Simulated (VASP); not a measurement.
A run of VASP 6.6.1:

The input INCAR:

```
SYSTEM = Au
PREC = Accurate ; ENCUT = 520
EDIFF = 1E-7 ; ISMEAR = -1
SIGMA = 0.05 ; LREAL = .FALSE.
LASPH = .TRUE. ; NELM = 60
ALGO = Normal ; ISIF = 2
LWAVE = .FALSE. ; LCHARG = .FALSE.
LDIPOL = .TRUE. ; IDIPOL = 3
DIPOL = 0.5 0.5 0.500 ; GGA = CA
NBANDS = 42
```

Contents of KPOINTS:

```
Automatic mesh
0
G
  8 8 1
  0 0 0
```

File POSCAR:

```
Au
1.0
    2.8226199300      0.0000000000      0.0000000000
   -1.4113099650      2.5559330250      0.0000000000
    0.0000000000      0.0000000000     27.2329240250
Au
6
Direct
    0.3346720300      0.6693440600      0.2754019360
    0.6653279700      0.3306559400      0.3652411616
    0.3346720300      0.6693440600      0.4550803872
    0.6653279700      0.3306559400      0.5449196128
    0.3346720300      0.6693440600      0.6347588384
    0.6653279700      0.3306559400      0.7245980640
```

Potentials or basis: VASP PAW LDA potentials, release 64 (Au).

Run with:

```console
$ cat potpaw_LDA.64/Au/POTCAR > POTCAR
$ mpirun -np 1 vasp_std > vasp.out
```

Hardware: 1 thread of Intel(R) Xeon(R) Platinum 8488C (Sapphire Rapids), on a shared host.

Task: How long does it take, and how much memory?

Result: Wall time 2.7 min on 1 thread of Intel(R) Xeon(R) Platinum 8488C (Sapphire Rapids) (shared host), peak memory 0.33 GiB. Counts: scf iterations 23, k points 21.
